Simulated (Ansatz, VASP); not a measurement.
**One calculation of ZnO, two programs**

```
CELL_PARAMETERS angstrom
3.24940 0.00000 0.00000
-1.62470 2.81406 0.00000
0.00000 0.00000 4.94361
ATOMIC_POSITIONS crystal
Zn 0.33333 0.66667 0.00000
Zn 0.66667 0.33333 0.50000
O 0.33333 0.66667 0.38210
O 0.66667 0.33333 0.88210
```

Change from the starting cell: strain +0.000 along x and y, -0.050 along z, atoms carried along.

Alike in both runs: task single point; functional PBEsol; k mesh 9 × 9 × 6; occupations gaussian, width 0.05 eV; no spin polarisation.

```csv
,VASP,Ansatz
version,VASP 6.6.1,Ansatz 0.2.0
potentials or method,"VASP PAW PBE potentials, release 64 (Zn, O)","scalar-relativistic, plane waves, PAW"
plane-wave cutoff (eV),520,420
valence electrons in the cell,36,36
```

|  | VASP | Ansatz | Ansatz less VASP |
| --- | --- | --- | --- |
| gap on the k mesh at the Fermi level (eV) | 0.82 | 0.83 | +0.013 |
| least direct gap on the mesh (eV) | 0.82 | 0.83 | +0.013 |
| pressure (GPa) | 8.3 | 7.0 | -1.24 |
| largest component of the traceless stress (GPa) | 9.87 | 9.52 | -0.354 |
| rms of the force components (eV/Å) | 0.377 | 0.356 | -0.0202 |

Atom by atom the forces differ by 0.020 eV/Å (rms over components). The functional is the same, so the differences come from potentials, cutoffs and numerics.

Caveats: the PAW data sets were made with another functional, which shifts forces and pressure a little (VASP).
